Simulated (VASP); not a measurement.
SnTe, 2 atoms in the cell. The structure is tetragonal, space group I4mm (No. 107). The conventional cell has a = 4.421 Å, b = 4.421 Å, c = 6.252 Å, α = 90.00°, β = 90.00°, γ = 90.00°. Sn (site symmetry 4mm) is surrounded by 6 Te at 2.99 to 3.26 Å. Around Te (site symmetry 4mm) lie 6 Sn at 2.99 to 3.26 Å.  The cell isn't the ideal one: mode 1 frozen in at -0.074 Å, equal normal strain along x, y and z -0.0250.

```yaml
Program: VASP 6.6.1
Task: single point
Functional: PBE
Potentials_or_basis: VASP PAW PBE potentials, release 64 (Sn_d, Te)
Cutoff: 520 eV
k_mesh: 10 × 10 × 10
Occupations: gaussian, width 0.03 eV
Spin: no spin polarisation
Dipole_correction: no
Further_INCAR_settings: ALGO = Normal; EDIFF = 1e-06; NBANDS = 17
```

Potentials or basis: VASP PAW PBE potentials, release 64 (Sn_d, Te).

The run is started by

```sh
$ cat potpaw_PBE.64/Sn_d/POTCAR potpaw_PBE.64/Te/POTCAR > POTCAR
$ mpirun -np 1 vasp_std > vasp.out
```

Hardware: 1 thread of Intel(R) Xeon(R) Platinum 8259CL CPU @ 2.50GHz (Skylake/Cascade Lake) (shared host).

How long does it take, and how much memory?

It took 85 s on 1 thread of Intel(R) Xeon(R) Platinum 8259CL CPU @ 2.50GHz (Skylake/Cascade Lake), on a shared host, peak memory 0.28 GiB. Counts: scf iterations 12, k points 102.
